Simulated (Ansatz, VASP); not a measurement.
**Mo: VASP beside Ansatz**

The input INCAR:

```
ALGO = Fast ; EDIFF = 1E-6
ENCUT = 520 ; GGA = PE
ISIF = 2 ; ISMEAR = 0
LASPH = True ; LCHARG = False
LREAL = False ; LWAVE = False
NBANDS = 13 ; NELM = 100
PREC = Accurate ; SIGMA = 0.15
```

The input KPOINTS:

```
k-points
0
Gamma
  22 22 22
```

POSCAR

```
Mo
1.0
    0.0000000000      2.2756532620      1.6710121903
    2.2756532620      0.0000000000      1.6710121903
    2.2756532620      2.2756532620      0.0000000000
Mo
1
Direct
    0.0000000000      0.0000000000      0.0000000000
```

Input for Ansatz:

```yaml
crystal:
  lattice:
    - [0.0, 2.275653262, 1.6710121903]
    - [2.275653262, 0.0, 1.6710121903]
    - [2.275653262, 2.275653262, 0.0]
  atoms:
    - { symbol: Mo, position: [0.0, 0.0, 0.0] }
basis:
  ecutwfc: 420
kpoints:
  mp_grid: { grid: [22, 22, 22] }
hamiltonian:
  xc: pbe
scf:
  occupations: { method: gaussian, width: 0.15 }
output:
  forces: true
  stress: true
  eigenvalues: true
```

Alike in both runs: task single point; functional PBE; k mesh 22 × 22 × 22; occupations gaussian, width 0.15 eV; no spin polarisation.

|  | VASP | Ansatz |
| --- | --- | --- |
| version | VASP 6.6.1 | Ansatz 0.2.0 |
| potentials or method | VASP PAW PBE potentials, release 64 (Mo_sv) | scalar-relativistic, plane waves, PAW |
| plane-wave cutoff (eV) | 520 | 420 |
| valence electrons in the cell | 14 | 14 |

VASP gave:

* gap on the k mesh at the Fermi level (eV): none
* pressure (GPa): -19.0
* largest component of the traceless stress (GPa): 5.87

Question: Estimate Ansatz's values.

Answer: gap on the k mesh at the Fermi level (eV): none; pressure (GPa): -19.4; largest component of the traceless stress (GPa): 5.88.

A gap of «none» marks a metal or a gap that the smearing closes. With one functional, cell and mesh, what is left measures potentials, basis and numerics.

Caveats: so large a pressure means that the cell lies far from this level's equilibrium, or that cutoff or potentials fall short (VASP).
